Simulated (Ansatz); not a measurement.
**Calculated coordination and ¹⁷O quadrupole coupling for SrTiO₃ under strain**

Cell: an entry of the Crystallography Open Database (COD), relaxed with PBE at fixed cell and then changed (z stretched by 3 %, ions relaxed).

```
Sr Ti O
1.0
    -2.75550    2.75550    4.01494
     2.75550   -2.75550    4.01494
     2.75550    2.75550   -4.01494
Sr Ti O
2 2 6
Direct
  0.75000 0.25000 0.50000
  0.25000 0.75000 0.50000
  0.00000 0.00000 0.00000
  0.50000 0.50000 0.00000
  0.25000 0.25000 0.00000
  0.75000 0.75000 0.00000
  0.72170 0.22170 0.94341
  0.22170 0.27830 0.50000
  0.27830 0.77830 0.05659
  0.77830 0.72170 0.50000
```

Atom numbers follow the list; atoms alike are taken as one site, whose name carries the number of the first.

Level of theory: DFT, PBE, plane waves and PAW, scalar-relativistic, 420 eV cutoff, Γ-centred 8×8×8 k-points, Fermi–Dirac smearing 0.02 eV (Ansatz 0.2.0).

Q(¹⁷O) = -25.58 mb.

**Question.** Rank these O sites by |C_Q|, smallest first.
A. O7: 2 Ti at 1.96 Å, angle 167°; also 4 Sr at 2.65–2.96 Å
B. O5: 2 Ti at 2.01 Å, angle 180°; also 4 Sr at 2.76 Å

**Answer.** A (0.894 MHz, η = 0.63), B (1.41 MHz, η = 0.00).

An axis of threefold or higher order runs through O5, so V_zz lies along it and η is zero. At O7 V_zz points along the line of its two bonds (within 1°). Like point charges on the first shell alone (each adding as 1/d³) would put O7 above O5: the covalent part of each bond and the atoms beyond the first shell count as well.
